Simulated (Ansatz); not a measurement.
# ZnS (Wurtzite-6H) (P6_3mc) in Ansatz: a series of runs

Aim: see how the results for ZnS (Wurtzite-6H) move with the level of theory and the settings. Levels: LDA, RPBE+D3(BJ). Tasks: band structure, single point, equation of state.

All numbers are computed with Ansatz 0.2.0; they aren't measurements. Logs are shortened: lines on timing, memory, paths and dates and some standing lists are left out, and cuts for length are marked.

**Experimental background.**

From a printed reference work, monograph, for a bulk crystal of ZnS at 4 K: band gap 3.911 eV (direct).

How close the calculation comes is told below.

**1. Starting point**

The structure is hexagonal, space group P6_3mc (No. 186). Conventional cell: a = 3.812 Å, b = 3.812 Å, c = 18.690 Å, α = 90.00°, β = 90.00°, γ = 120.00°. Zn (site symmetry 3m) is surrounded by 4 S at 2.33 to 2.34 Å. Around Zn (site symmetry 3m) lie 4 S at 2.33 to 2.34 Å. Around Zn (site symmetry 3m) lie 4 S at 2.33 to 2.34 Å. S (site symmetry 3m) has 4 Zn at 2.33 to 2.34 Å as nearest neighbours. S (site symmetry 3m) is surrounded by 4 Zn at 2.33 to 2.34 Å. S (site symmetry 3m) is surrounded by 4 Zn at 2.33 to 2.34 Å.

**2. Band structure, LDA**

Input file input.yaml:

```yaml
crystal:
  lattice:
    - [3.812, 0.0, 0.0]
    - [-1.906, 3.3012888392, 0.0]
    - [0.0, 0.0, 18.68999]
  atoms:
    - { symbol: Zn, position: [0.3333333333, 0.6666666667, 0.83333] }
    - { symbol: Zn, position: [0.6666666667, 0.3333333333, 0.33333] }
    - { symbol: Zn, position: [0.6666666667, 0.3333333333, 0.66667] }
    - { symbol: Zn, position: [0.3333333333, 0.6666666667, 0.16667] }
    - { symbol: Zn, position: [0.0, 0.0, 0.5] }
    - { symbol: Zn, position: [0.0, 0.0, 0.0] }
    - { symbol: S, position: [0.3333333333, 0.6666666667, 0.95833] }
    - { symbol: S, position: [0.6666666667, 0.3333333333, 0.45833] }
    - { symbol: S, position: [0.6666666667, 0.3333333333, 0.79167] }
    - { symbol: S, position: [0.3333333333, 0.6666666667, 0.29167] }
    - { symbol: S, position: [0.0, 0.0, 0.625] }
    - { symbol: S, position: [0.0, 0.0, 0.125] }
hamiltonian:
  xc: lda
  pseudopotentials: { kind: paw }
kpoints:
  mp_grid: { grid: [8, 8, 2] }
  band_path:
    path:
      - [[0.0, 0.0, 0.0], [0.5, 0.0, 0.0], [0.3333333333, 0.3333333333, 0.0], [0.0, 0.0, 0.0], [0.0, 0.0, 0.5], [0.5, 0.0, 0.5], [0.3333333333, 0.3333333333, 0.5], [0.0, 0.0, 0.5]]
      - [[0.5, 0.0, 0.5], [0.5, 0.0, 0.0]]
      - [[0.3333333333, 0.3333333333, 0.0], [0.3333333333, 0.3333333333, 0.5]]
    npoints: 10
scf:
  occupations: { method: fermi_dirac, width: 0.05 }
  n_extra_bands: 30
output:
  forces: true
  stress: true
  eigenvalues: true
  fatbands: true
```

Potentials or basis: Ansatz PAW.

On the command line:

```
$ ansatz run input.yaml --threads 2 --pin off --max-ram 5120MiB --backend cpu --events-out ev --progress --plain --runs-dir out
```

Log:

```text
Warning: RAYON_NUM_THREADS=2 ignored (pool sized by the plan → 2); use --threads N
scf.n_extra_bands = 30 over 54 filled bands (N_el = 108.0): the run solves 84 bands
Engine: ansatz 0.2.0, x86_64-unknown-linux-gnu
Pseudopotentials: kind: paw
Pseudopotential: Zn, paw, valence charge 12, recommended cutoff 420 eV (normal), Zn.paw.azcp
Pseudopotential: S, paw, valence charge 6, recommended cutoff 420 eV (normal), S.paw.azcp
Functional definition: SPW92
  exchange = slater_x
  correlation = pw_c
Crystal: 12 atoms, lattice volume = 235.204 Å³
Basis set: ecut = 420 eV, 4611 PW (Γ)
Bands: 84, of which v1, the nominal top of the filled ones, is band 54 counted from 1 (53 counted from 0)
Symmetry: 12 space group operations
Space group: P63mc (ITA 186), of the structure as read, at distance tolerance 6.2e-5 Å
k-points: 20 of 128
Non-local potential: Zn, projectors of the file, l = 0: 2, l = 1: 2, l = 2: 3, l = 3: 1
Non-local potential: S, projectors of the file, l = 0: 2, l = 1: 2, l = 2: 2
PAW form: soft (Blöchl's): semilocal exchange-correlation on the pseudo side does not see the compensation charge
PAW frozen core: Zn, regenerated for the run's functional, and the local potential with it (the file was generated under x = pbe(κ = 0.804, μ = 0.2195149727645171), c = pbe(β = 0.06672455060314922))
PAW frozen core: S, regenerated for the run's functional, and the local potential with it (the file was generated under x = pbe(κ = 0.804, μ = 0.2195149727645171), c = pbe(β = 0.06672455060314922))
PAW one-centre angular grid: Zn, 590 points (default); XC on 64 Gauss nodes
PAW one-centre angular grid: S, 110 points (default); XC on 64 Gauss nodes
Initial density: superposition of atomic densities (neutral atoms: chi_scale 0, normalization atom), corrected by the library's trained network
Initial wavefunctions: pseudopotential atomic-orbital guess
Functional: x = slater, c = lda
SCF iter   1: F=—  HF=-24704.497851 eV  |F-HF|=—  |Δ(HF+E_count)|=         —  Δρ=7.17e-3  dr2=1.16e-1  ethr=1.77e-3  ⟨swp⟩=7.6  Hψ=8137  notcnv=0  defer=141
preconditioner: auto → Resta (q_TF=auto, 2.396 Å⁻¹)  ε∞=4.8  [insulator: Δε(μ)=1.839 eV  Ē_g=12.992 eV  σ=0.050 eV  W_gap=1.00  n_scr=68 (ndim 8)  ℏωp=25.2 eV  f_vac=0.030  D(μ)=0.00/eV (n_scr^D=0)  ε∞_Penn≈4.8]
SCF iter   2: F=—  HF=-24704.466711 eV  |F-HF|=—  |Δ(HF+E_count)|=   3.11e-2  Δρ=3.17e-3  dr2=2.61e-2  ethr=1.08e-4  ⟨swp⟩=2.0  Hψ=2921  notcnv=0  defer=287
SCF iter   3: F=—  HF=-24704.461126 eV  |F-HF|=—  |Δ(HF+E_count)|=   5.58e-3  Δρ=2.06e-3  dr2=5.20e-3  ethr=2.42e-5  ⟨swp⟩=2.0  Hψ=2290  notcnv=0  defer=287
SCF iter   4: F=—  HF=-24704.458510 eV  |F-HF|=—  |Δ(HF+E_count)|=   2.62e-3  Δρ=4.67e-4  dr2=3.78e-4  ethr=4.81e-6  ⟨swp⟩=2.0  Hψ=2052  notcnv=0  defer=287
SCF iter   5: F=—  HF=-24704.458472 eV  |F-HF|=—  |Δ(HF+E_count)|=   3.83e-5  Δρ=7.83e-5  dr2=2.41e-5  ethr=3.50e-7  ⟨swp⟩=2.9  Hψ=2294  notcnv=0  defer=287
SCF iter   6: F=—  HF=-24704.458452 eV  |F-HF|=—  |Δ(HF+E_count)|=   2.02e-5  Δρ=3.65e-5  dr2=2.76e-6  ethr=2.23e-8  ⟨swp⟩=2.1  Hψ=2045  notcnv=0  defer=287
SCF iter   7: F=—  HF=-24704.458452 eV  |F-HF|=—  |Δ(HF+E_count)|=   3.26e-7  Δρ=6.86e-6  dr2=1.13e-7  ethr=2.56e-9  ⟨swp⟩=2.8  Hψ=2204  notcnv=0  defer=287
SCF iter   8: F=-24704.458452 eV  HF=-24704.458452 eV  |F-HF|=9.01e-8  |Δ(HF+E_count)|=   1.56e-8  Δρ=5.81e-6  dr2=4.80e-8  ethr=9.26e-11  ⟨swp⟩=11.6  Hψ=9104  notcnv=0
SCF 1 converged in 8 iterations: F = -24704.458452 eV  dr2 = 4.80e-8
NSCF: frozen V_eff on 93 k-points
SCF converged after 8 iterations
Free energy (F): -24704.458452 eV
Harris-Foulkes:  -24704.458452 eV  (|F-HF|=9.01e-8)
Internal energy: -24704.458452 eV  (E = F + TS)
E sigma→0 (E₀):  -24704.458452 eV
Fermi energy:    6.588136 eV
--- Per-component energies (eV) ---
  E_band       = -3.847834
  E_kinetic    = 1432.583400
  E_local      = -12256.147866  (includes V_loc(G=0)·N_el)
  E_nonlocal   = 3878.051229
  E_hartree    = 5106.204160
  E_xc         = -1390.212510
  E_vxc        = -847.131169  (∫ρ·V_xc dr)
  E_paw        = -13951.821913  (= ΣΔE_a)
  E_vpaw       = -2423.612944  (= ΣTr[D̂ρ^β])
  E_aug_tail   = -0.002228  (compensation charges beyond the density's cutoff)
  E_ewald      = -7533.374756
  E_core_change = 10.262033  (= ΣΔE_core)
  E_smearing   = -0.000000  (= −TS)
  E_closure    = -0.000000  (closes the sum)
  Σ components = -24704.458452   (vs F -24704.458452, Δ=0.00e0)
--- Forces (eV/Å), atoms counted from 1 ---
  atom   1  Zn     0.00000000    -0.00000000     0.00233829
  atom   2  Zn     0.00000000     0.00000000     0.00233829
  atom   3  Zn     0.00000000    -0.00000000     0.01175165
  atom   4  Zn     0.00000000     0.00000000     0.01175165
  atom   5  Zn     0.00000000     0.00000000    -0.00738317
  atom   6  Zn     0.00000000    -0.00000000    -0.00738317
  atom   7  S      0.00000000     0.00000000    -0.02734645
  atom   8  S      0.00000000    -0.00000000    -0.02734645
  atom   9  S      0.00000000     0.00000000    -0.00696531
  atom  10  S      0.00000000    -0.00000000    -0.00696531
  atom  11  S      0.00000000     0.00000000     0.02760801
  atom  12  S      0.00000000    -0.00000000     0.02760801
  max |Σ_I F_I| component: 6.04e-6 eV/Å
--- Stress (GPa, compression-positive) ---
       -4.128109       0.000000       0.000000
        0.000000      -4.128109       0.000000
        0.000000       0.000000      -4.068943
  P = ⅓ Tr σ = -4.1084 GPa (-41.084 kbar)
--- Band table (eV; the first three rows and the last of 20) ---
  k-point 0: bands = ["-7.5843", "-7.3778", "-7.3702", "-6.9000", "-6.8921", "-6.6184", "-0.9180", "-0.9153", "-0.9120", "-0.9120", "-0.9080", "-0.8926", "-0.8926", "-0.8739", "-0.8739", "-0.8386", "-0.8386", "-0.8242", "-0.8242", "-0.8090", "-0.8090", "-0.7643", "-0.7564", "-0.4450", "-0.4450", "-0.4411", "-0.4411", "-0.4254", "-0.4254", "-0.4204", "-0.4204", "-0.4021", "-0.4021", "-0.3922", "-0.3922", "-0.2199", "0.1667", "1.5869", "1.5961", "3.8207", "3.8383", "4.7001", "4.7001", "4.8950", "4.8950", "4.9080", "4.9080", "5.3390", "5.3390", "5.3504", "5.3504", "5.5711", "5.5955", "5.5955", "7.5053", "8.5926", "8.6398", "8.7152", "8.7475", "8.8777", "11.6998", "11.7658", "11.7658", "11.7902", "11.8695", "11.9974", "11.9974", "12.2155", "12.2155", "12.3089", "12.3089", "12.5801", "12.5801", "12.7346", "12.7346", "13.1584", "13.2862", "14.3713", "15.9673", "15.9673", "16.3339", "16.3339", "16.7633", "16.9398"]
[... 3 lines left out ...]
```

It took 87 s on 2 threads of Intel Xeon Platinum 8375C at 2.90GHz (Ice Lake), shared host; peak memory 1.2 GiB.

Results:

| Quantity | Value |
| --- | --- |
| Free energy | -24704.4585 eV |
| Pressure | -4.1 GPa |
| Largest force | 0.028 eV/Å |
| Band gap on the k mesh | 1.91 eV, direct |
| Band gap along the path | 1.91 eV, direct |

Forces on the atoms (eV/Å):
```
Zn   0.000  0.000  0.002
Zn   0.000  0.000  0.002
Zn   0.000  0.000  0.012
Zn   0.000  0.000  0.012
Zn   0.000  0.000 -0.007
Zn   0.000  0.000 -0.007
S    0.000  0.000 -0.027
S    0.000  0.000 -0.027
S    0.000  0.000 -0.007
S    0.000  0.000 -0.007
S    0.000  0.000  0.028
S    0.000  0.000  0.028
```

Levels at the corners of the path, in eV from the valence-band top:
| point | band 51 | band 52 | band 53 | band 54 | band 55 | band 56 | band 57 | band 58 |
| --- | --- | --- | --- | --- | --- | --- | --- | --- |
| Γ | -0.25 | -0.02 | 0.00 | 0.00 | 1.91 | 3.00 | 3.04 | 3.12 |
| M | -1.29 | -1.28 | -1.12 | -0.89 | 3.22 | 3.35 | 3.39 | 3.67 |
| K | -1.94 | -1.57 | -1.51 | -1.51 | 4.22 | 4.22 | 4.23 | 5.18 |
| Γ | -0.25 | -0.02 | 0.00 | 0.00 | 1.91 | 3.00 | 3.04 | 3.12 |
| A | -0.07 | -0.07 | -0.07 | -0.07 | 2.42 | 2.42 | 3.05 | 3.05 |
| L | -1.24 | -1.24 | -1.00 | -1.00 | 3.15 | 3.15 | 3.65 | 3.65 |
| H | -1.73 | -1.73 | -1.58 | -1.58 | 4.48 | 4.48 | 4.57 | 4.57 |
| A | -0.07 | -0.07 | -0.07 | -0.07 | 2.42 | 2.42 | 3.05 | 3.05 |
| L | -1.24 | -1.24 | -1.00 | -1.00 | 3.15 | 3.15 | 3.65 | 3.65 |
| M | -1.29 | -1.28 | -1.12 | -0.89 | 3.22 | 3.35 | 3.39 | 3.67 |
| K | -1.94 | -1.57 | -1.51 | -1.51 | 4.22 | 4.22 | 4.23 | 5.18 |
| H | -1.73 | -1.73 | -1.58 | -1.58 | 4.48 | 4.48 | 4.57 | 4.57 |

Caveat: the cell's inner coordinates are idealised or old, which leaves forces on the atoms; the PAW data sets come from PBE, with cores solved anew for the run's functional, which leaves a small shift of forces and pressure.

**3. Single point, RPBE+D3(BJ), 18.42 Å³/atom (volume scaled by 0.94)**

input.yaml, as its differences from that of step 2:

```diff
@@ -2,5 +2,5 @@
   lattice:
-    - [3.812, 0.0, 0.0]
-    - [-1.906, 3.3012888392, 0.0]
-    - [0.0, 0.0, 18.68999]
+    - [3.7341822464, 0.0, 0.0]
+    - [-1.8670911232, 3.2338966877, 0.0]
+    - [0.0, 0.0, 18.308454576]
   atoms:
@@ -19,15 +19,9 @@
 hamiltonian:
-  xc: lda
+  xc: rpbe
   pseudopotentials: { kind: paw }
+  dispersion: d3bj
 kpoints:
   mp_grid: { grid: [8, 8, 2] }
-  band_path:
-    path:
-      - [[0.0, 0.0, 0.0], [0.5, 0.0, 0.0], [0.3333333333, 0.3333333333, 0.0], [0.0, 0.0, 0.0], [0.0, 0.0, 0.5], [0.5, 0.0, 0.5], [0.3333333333, 0.3333333333, 0.5], [0.0, 0.0, 0.5]]
-      - [[0.5, 0.0, 0.5], [0.5, 0.0, 0.0]]
-      - [[0.3333333333, 0.3333333333, 0.0], [0.3333333333, 0.3333333333, 0.5]]
-    npoints: 10
 scf:
   occupations: { method: fermi_dirac, width: 0.05 }
-  n_extra_bands: 30
 output:
@@ -36,2 +30 @@
   eigenvalues: true
-  fatbands: true
```

Potentials or basis: Ansatz PAW.

On the command line:

```
$ ansatz run input.yaml --threads 2 --pin off --max-ram 5120MiB --backend cpu --events-out ev --progress --plain --runs-dir out
```

It took 13 s on 2 threads of Intel Xeon Platinum 8375C at 2.90GHz (Ice Lake), shared host; peak memory 0.61 GiB.

It converged, with:

| Quantity | Value |
| --- | --- |
| Free energy | -25403.3195 eV |
| Pressure | -1.3 GPa |
| Largest force | 0.022 eV/Å |
| Band gap on the k mesh | 2.61 eV, direct |

Caveat: the cell's inner coordinates are idealised or old, which leaves forces on the atoms; the PAW data sets come from PBE, with cores solved anew for the run's functional, which leaves a small shift of forces and pressure.

**4. Single point, RPBE+D3(BJ), 18.82 Å³/atom (volume scaled by 0.96)**

input.yaml, as its differences from that of step 3:

```diff
@@ -2,5 +2,5 @@
   lattice:
-    - [3.7341822464, 0.0, 0.0]
-    - [-1.8670911232, 3.2338966877, 0.0]
-    - [0.0, 0.0, 18.308454576]
+    - [3.7604801709, 0.0, 0.0]
+    - [-1.8802400855, 3.2566713584, 0.0]
+    - [0.0, 0.0, 18.4373916028]
   atoms:
@@ -30 +30,5 @@
   eigenvalues: true
+  write_density: true
+  write_potential: true
+  elf: true
+  volumetric_format: npy
```

On the command line:

```
$ ansatz run input.yaml --threads 2 --pin off --max-ram 5120MiB --backend cpu --events-out ev --progress --plain --runs-dir out
```

It took 16 s on 2 threads of Intel Xeon Platinum 8375C at 2.90GHz (Ice Lake), shared host; peak memory 0.64 GiB.

The run converged. Its results:

* Free energy: -25403.2564 eV
* Pressure: -2.9 GPa
* Largest force: 0.022 eV/Å
* Band gap on the k mesh: 2.51 eV, direct

Caveat: the cell's inner coordinates are idealised or old, which leaves forces on the atoms; the PAW data sets come from PBE, with cores solved anew for the run's functional, which leaves a small shift of forces and pressure.

**5. Single point, RPBE+D3(BJ), 19.21 Å³/atom (volume scaled by 0.98)**

input.yaml, as its differences from that of step 4:

```diff
@@ -2,5 +2,5 @@
   lattice:
-    - [3.7604801709, 0.0, 0.0]
-    - [-1.8802400855, 3.2566713584, 0.0]
-    - [0.0, 0.0, 18.4373916028]
+    - [3.7864153365, 0.0, 0.0]
+    - [-1.8932076683, 3.2791318707, 0.0]
+    - [0.0, 0.0, 18.5645500459]
   atoms:
@@ -30,5 +30 @@
   eigenvalues: true
-  write_density: true
-  write_potential: true
-  elf: true
-  volumetric_format: npy
```

On the command line:

```
$ ansatz run input.yaml --threads 2 --pin off --max-ram 5120MiB --backend cpu --events-out ev --progress --plain --runs-dir out
```

It took 13 s on 2 threads of Intel Xeon Platinum 8375C at 2.90GHz (Ice Lake), shared host; peak memory 0.64 GiB.

It converged, with:

```
Free energy            : -25403.1492 eV
Pressure               : -4.3 GPa
Largest force          : 0.023 eV/Å
Band gap on the k mesh : 2.42 eV, direct
```

Caveat: the cell's inner coordinates are idealised or old, which leaves forces on the atoms; the PAW data sets come from PBE, with cores solved anew for the run's functional, which leaves a small shift of forces and pressure.

**6. Single point, RPBE+D3(BJ), 19.60 Å³/atom**

input.yaml, as its differences from that of step 5:

```diff
@@ -2,5 +2,5 @@
   lattice:
-    - [3.7864153365, 0.0, 0.0]
-    - [-1.8932076683, 3.2791318707, 0.0]
-    - [0.0, 0.0, 18.5645500459]
+    - [3.812, 0.0, 0.0]
+    - [-1.906, 3.3012888392, 0.0]
+    - [0.0, 0.0, 18.68999]
   atoms:
```

Potentials or basis: Ansatz PAW.

On the command line:

```
$ ansatz run input.yaml --threads 2 --pin off --max-ram 5120MiB --backend cpu --events-out ev --progress --plain --runs-dir out
```

It took 14 s on 2 threads of Intel Xeon Platinum 8375C at 2.90GHz (Ice Lake), shared host; peak memory 0.64 GiB.

Results (log left out):

| Item | Value |
| --- | --- |
| Free energy | -25403.0027 eV |
| Pressure | -5.6 GPa |
| Largest force | 0.023 eV/Å |
| Band gap on the k mesh | 2.33 eV, direct |

Caveat: the cell's inner coordinates are idealised or old, which leaves forces on the atoms; the PAW data sets come from PBE, with cores solved anew for the run's functional, which leaves a small shift of forces and pressure.

**7. Single point, RPBE+D3(BJ), 19.99 Å³/atom (volume scaled by 1.02)**

input.yaml, as its differences from that of step 6:

```diff
@@ -2,5 +2,5 @@
   lattice:
-    - [3.812, 0.0, 0.0]
-    - [-1.906, 3.3012888392, 0.0]
-    - [0.0, 0.0, 18.68999]
+    - [3.8372457688, 0.0, 0.0]
+    - [-1.9186228844, 3.3231523164, 0.0]
+    - [0.0, 0.0, 18.8137683755]
   atoms:
```

On the command line:

```
$ ansatz run input.yaml --threads 2 --pin off --max-ram 5120MiB --backend cpu --events-out ev --progress --plain --runs-dir out
```

Wall time 13 s (2 threads of Intel Xeon Platinum 8375C at 2.90GHz (Ice Lake), shared host); peak memory 0.64 GiB.

The run converged. Its results:

| Item | Value |
| --- | --- |
| Free energy | -25402.8212 eV |
| Pressure | -6.7 GPa |
| Largest force | 0.023 eV/Å |
| Band gap on the k mesh | 2.25 eV, direct |

Caveat: the cell's inner coordinates are idealised or old, which leaves forces on the atoms; the PAW data sets come from PBE, with cores solved anew for the run's functional, which leaves a small shift of forces and pressure.

**8. Single point, RPBE+D3(BJ), 20.38 Å³/atom (volume scaled by 1.04)**

input.yaml, as its differences from that of step 7:

```diff
@@ -2,5 +2,5 @@
   lattice:
-    - [3.8372457688, 0.0, 0.0]
-    - [-1.9186228844, 3.3231523164, 0.0]
-    - [0.0, 0.0, 18.8137683755]
+    - [3.8621636474, 0.0, 0.0]
+    - [-1.9310818237, 3.3447318322, 0.0]
+    - [0.0, 0.0, 18.9359391258]
   atoms:
@@ -30 +30,5 @@
   eigenvalues: true
+  write_density: true
+  write_potential: true
+  elf: true
+  volumetric_format: npy
```

On the command line:

```
$ ansatz run input.yaml --threads 2 --pin off --max-ram 5120MiB --backend cpu --events-out ev --progress --plain --runs-dir out
```

It took 17 s on 2 threads of Intel Xeon Platinum 8375C at 2.90GHz (Ice Lake), shared host; peak memory 0.67 GiB.

The run converged. Its results:

```
Free energy            : -25402.6083 eV
Pressure               : -7.7 GPa
Largest force          : 0.023 eV/Å
Band gap on the k mesh : 2.16 eV, direct
```

Caveat: the cell's inner coordinates are idealised or old, which leaves forces on the atoms; the PAW data sets come from PBE, with cores solved anew for the run's functional, which leaves a small shift of forces and pressure.

**9. Single point, RPBE+D3(BJ), 20.78 Å³/atom (volume scaled by 1.06)**

input.yaml, as its differences from that of step 8:

```diff
@@ -2,5 +2,5 @@
   lattice:
-    - [3.8621636474, 0.0, 0.0]
-    - [-1.9310818237, 3.3447318322, 0.0]
-    - [0.0, 0.0, 18.9359391258]
+    - [3.8867640791, 0.0, 0.0]
+    - [-1.9433820395, 3.366036431, 0.0]
+    - [0.0, 0.0, 19.0565534549]
   atoms:
@@ -30,5 +30 @@
   eigenvalues: true
-  write_density: true
-  write_potential: true
-  elf: true
-  volumetric_format: npy
```

Potentials or basis: Ansatz PAW.

On the command line:

```
$ ansatz run input.yaml --threads 2 --pin off --max-ram 5120MiB --backend cpu --events-out ev --progress --plain --runs-dir out
```

Run time: 13 s. Hardware: 2 threads of Intel Xeon Platinum 8375C at 2.90GHz (Ice Lake), shared host; peak memory 0.66 GiB.

It converged, with:

```
Free energy            : -25402.3675 eV
Pressure               : -8.6 GPa
Largest force          : 0.023 eV/Å
Band gap on the k mesh : 2.08 eV, direct
```

Caveat: the cell's inner coordinates are idealised or old, which leaves forces on the atoms; the PAW data sets come from PBE, with cores solved anew for the run's functional, which leaves a small shift of forces and pressure.

**10. Equation of state, RPBE+D3(BJ)**

No new run: the results of the series are fitted here.

Results:

```yaml
Equilibrium_volume: "18.12 Å³/atom (rough: see the caveat)"
Bulk_modulus_at_fixed_shape_and_positions: 85 GPa (rough)
```

Energy against volume, from the lowest point:
| volume (Å³/atom) | energy (meV/atom) |
| --- | --- |
| 18.424 | 0.00 |
| 18.816 | 5.26 |
| 19.208 | 14.19 |
| 19.600 | 26.40 |
| 19.992 | 41.53 |
| 20.384 | 59.27 |
| 20.776 | 79.33 |

Caveat: the potentials were made for another functional, which shifts forces and pressure; the minimum lies outside the volumes run; the cell was scaled at fixed shape and fractional positions, which overstates the stiffness of a crystal with free parameters, most of all of layers and chains; the cell's inner coordinates are idealised or old, which leaves forces on the atoms.

**11. Against experiment**

Step 2. A measured gap of ZnS is 3.911 eV (direct; 4 K; a printed reference work, monograph); the calculated 1.91 eV misses it by -2.00 eV. So large a miss can be the level of theory's own, or it may mean another phase, state or a wrong row. The value is that of LDA, without temperature or zero-point motion. Semilocal functionals fall short of measured gaps as a rule.
